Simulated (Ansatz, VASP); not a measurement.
BAs: VASP beside Ansatz

```
CELL_PARAMETERS angstrom
0.00000 2.26072 2.26072
2.26072 0.00000 2.26072
2.26072 2.26072 0.00000
ATOMIC_POSITIONS crystal
B 0.00000 0.00000 0.00000
As 0.50000 0.50000 0.50000
```

Change from the starting cell: volume scaled by 0.94, LAPW.

Alike in both runs: task single point; functional PBE; k mesh 15 × 15 × 15; occupations fermi-dirac, width 0.08 eV; no spin polarisation.

|  | VASP | Ansatz |
| --- | --- | --- |
| version | VASP 6.6.1 | Ansatz 0.2.0 |
| potentials or method | VASP PAW PBE potentials, release 64 (B, As), cutoff 520 eV | all-electron LAPW, scalar-relativistic |

|  | VASP | Ansatz | Ansatz less VASP |
| --- | --- | --- | --- |
| pressure (GPa) | 9.7 | 9.2 | -0.51 |

Ansatz ran all-electron here, so the differences hold the error of VASP's frozen core and of both bases.
